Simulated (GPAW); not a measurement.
A run of GPAW 26.7.0:

run.py

```python
import numpy as np
from ase.dft.bandgap import bandgap
from ase.io import read, write
from ase.units import GPa
from gpaw import GPAW, PW, setup_paths
from gpaw.hyperfine import hyperfine_parameters

setup_paths.insert(0, '.')

atoms = read('Cr.cif')
atoms.set_initial_magnetic_moments([3.0])

calc = GPAW(mode=PW(600),
            xc='LDA',
            kpts={'size': (13, 13, 13), 'gamma': True},
            occupations={'name': 'fermi-dirac', 'width': 0.05},
            nbands=11,
            convergence={'density': 1e-05, 'energy': 1e-05},
            maxiter=150,
            txt='gpaw.txt')
atoms.calc = calc
energy = atoms.get_potential_energy()
forces = atoms.get_forces()
stress = atoms.get_stress()
calc.write('gs.gpw')
write('result.traj', atoms)
print(f'Energy: {energy:.6f} eV')
print('Forces (eV/A):')
print(forces.round(4))
print('Stress (GPa):', (stress / GPa).round(3))
print('Moments:', calc.get_magnetic_moments().round(3))
print('Fermi level:', round(calc.get_fermi_level(), 4), 'eV')
print(f'Gap: {bandgap(calc)[0]:.4f} eV, direct: {bandgap(calc, direct=True)[0]:.4f} eV')

mu_N = 3.15245125e-8  # eV/T
for core in (True, False):
    A = hyperfine_parameters(calc, exclude_core=not core)
    for a, A_vv in zip(atoms, A):
        iso = np.trace(A_vv) / 3
        dip = np.linalg.eigvalsh(A_vv - iso * np.eye(3))
        print('with core' if core else 'valence', a.symbol, f'contact field {iso / (2 * mu_N):.3f} T, dipolar',
              *(dip / (2 * mu_N)).round(3), 'T')
```

File Cr.cif:

```cif
data_Cr
_cell_length_a 2.56158863
_cell_length_b 2.54123233
_cell_length_c 2.35006223
_cell_angle_alpha 105.09540498
_cell_angle_beta 107.45039419
_cell_angle_gamma 114.24344045
_space_group_name_H-M_alt 'P1'
_space_group_name_Hall 'P 1'
_space_group_IT_number 1
loop_
_space_group_symop_operation_xyz
'x,y,z'
loop_
_atom_site_label
_atom_site_type_symbol
_atom_site_symmetry_multiplicity
_atom_site_Wyckoff_symbol
_atom_site_fract_x
_atom_site_fract_y
_atom_site_fract_z
_atom_site_occupancy
Cr1 Cr 1 a 0.0000000000 0.0000000000 0.0000000000 1
```

Potentials or basis: PAW data sets generated in the run's folder for this functional, pw.

Run with:

```sh
$ gpaw-setup -f LDA Cr
$ OMP_NUM_THREADS=1 python run.py
```

Hardware: 1 thread of Intel(R) Xeon(R) 6975P-C (Granite Rapids), on a shared host.

**Question.** How long does it take, and how much memory?

**Answer.** Wall time 120 s on 1 thread of Intel(R) Xeon(R) 6975P-C (Granite Rapids), with other jobs on the host, peak memory 0.39 GiB. Counts: scf iterations 12, plane waves 412, bands 11, k points 1099.
